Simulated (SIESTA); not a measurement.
## BaTiO3 under changes of volume

One of the cells (12.856 Å³/atom); the others are scaled copies at fixed shape and fractional positions:

```xyz
5
Lattice="3.9998 0.0000 0.0000 0.0000 3.9998 0.0000 0.0000 0.0000 4.0180" Properties=species:S:1:pos:R:3 pbc="T T T"
Ba    0.0000    0.0000    0.0000
Ti    1.9999    1.9999    1.9688
O     0.0000    1.9999    2.0773
O     1.9999    0.0000    2.0773
O     1.9999    1.9999    0.0763
```

```yaml
Program: SIESTA 5.4.2
Functional: PBE
Potentials_or_basis: PseudoDojo 0.4 standard (PBE files)
Basis: DZP (energy shift 0.002 Ry; d shell added on Ba)
Grid_cutoff: 800 Ry
Energy_shift: 0.002 Ry
k_mesh: 7 × 7 × 7
Occupations: fermi-dirac, width 0.05 eV
Spin: no spin polarisation
```

```tsv
volume (Å³/atom)	energy over the lowest point (meV/atom)	pressure (GPa)	gap on the mesh (eV)	largest force (eV/Å)
12.085	57.68	17.9	1.89	0.184
12.342	32.98	13.0	1.85	0.163
12.599	15.61	8.7	1.81	0.141
12.856	?	?	?	?
13.113	0.00	1.3	1.72	0.367
13.371	0.48	-1.8	1.68	0.478
13.628	5.72	-4.6	1.64	0.585
```

Problem. What does the run at 12.856 Å³/atom give?

Solution. Energy over the lowest point 4.83 meV/atom; pressure 4.8 GPa; gap on the mesh 1.76 eV; largest force 0.245 eV/Å.

Worked out: A Birch-Murnaghan fit of order 3 (a polynomial in V^(-2/3)) to the other rows has its minimum at 13.22 Å³/atom with B0 = V·E''(V) = 163 GPa and B' = 4.5 at fixed shape and positions, which overstates the stiffness. It gives 4.85 meV/atom at 12.856 Å³/atom, against the run's 4.83, and -dE/dV = 4.8 GPa, against 4.8. A straight line through the other rows of the gap, of slope -2.1 eV per unit of ln V, gives 1.76 eV, against the run's 1.76.

Energies are extrapolated to zero smearing.

Caveats: this set's barium file shifts pressures by up to 1 GPa against other sets; semicore shells carry a single zeta, which can move pressures by several GPa and volumes by a few percent; spin-orbit coupling is left out, which moves the levels of the heavy elements; an odd mesh through Γ misses points on the zone boundary, where band edges often lie; the basis of atomic orbitals isn't converged, which shifts pressures, moduli and gaps.
